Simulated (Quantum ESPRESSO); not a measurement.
AgCl (Chlorargyrite):

```
CELL_PARAMETERS angstrom
0.00000 2.73500 2.73500
2.73500 0.00000 2.73500
2.73500 2.73500 0.00000
ATOMIC_POSITIONS crystal
Ag 0.00000 0.00000 0.00000
Cl 0.50000 0.50000 0.50000
```

Base run:

```yaml
Program: Quantum ESPRESSO 7.5
Functional: BLYP
Potentials_or_basis: PseudoDojo 0.4.1 SR PBE standard
Cutoff: 1116 eV
Density_cutoff: 4463 eV
k_mesh: 6 × 6 × 6, shifted
Occupations: fermi-dirac, width 0.05 eV
Spin: no spin polarisation
```

Its results: pressure 8.1 GPa; electronic dielectric tensor (diagonal) 5.16.

**Question.** The run is repeated on the same cell with these changes: functional from BLYP to LDA; potentials or basis from PseudoDojo 0.4.1 SR PBE standard to PseudoDojo 0.4.1 SR LDA standard; cutoff from 1116 eV to 1170 eV; density cutoff from 4463 eV to 4680 eV. What comes out?

**Answer.** Pressure -3.8 GPa; electronic dielectric tensor (diagonal) 5.62.

Caveats: the cell is more than 3 GPa from zero pressure, which shifts response properties; the potentials were made for another functional, which shifts forces and pressure (some runs).
